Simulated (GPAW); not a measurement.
Runs of GPAW 26.7.0 on Ce. The structure is cubic, space group Im-3m (No. 229). The conventional cell has a = 3.887 Å, b = 3.887 Å, c = 3.887 Å, α = 90.00°, β = 90.00°, γ = 90.00°. Around Ce (site symmetry m-3m) lie 8 Ce at 3.37 Å. This isn't the form of Ce at room conditions, which is fcc.

```tsv
task	level	spin	U	band path	band points	spin axis theta (degrees)	spin axis phi (degrees)	eigensolver	pressure (GPa)	moment (μB)
band structure	PBE	collinear, ferromagnetic start, SOC	-	GHNGPH,PN	80	90	0	-	(c)	0.42
band structure	TPSS	collinear, ferromagnetic start, SOC	-	GHNGPH,PN	60	90	45	davidson	-3.4	0.38
band structure	PBE+U	collinear, ferromagnetic start	Ce f U = 6 eV	GHNGPH,PN	60	-	-	-	-2.7	(a)
band structure	PBE+U	collinear, ferromagnetic start	Ce f U = 8 eV	GHNGPH,PN	100	-	-	-	-4.1	(b)
```

Alike in all rows: potentials or basis GPAW PAW data sets (gpaw-data 1.2.1), pw; cell as given; k mesh 8 × 8 × 8; cutoff (eV) 800; smearing fermi-dirac 0.05 eV.

Question: Estimate the missing entries.

Answer: (a) 0.35; (b) 0.00; (c) -1.6.

Caveats: one-centre terms of the f shell are cut off; the magnetic or orbital state may not be the lowest; spin-orbit coupling was added after a scalar SCF, so levels and gaps hold it while energy, forces, pressure and moments don't (some runs); the PAW data sets were made with another functional, which shifts forces and pressure a little (some runs).
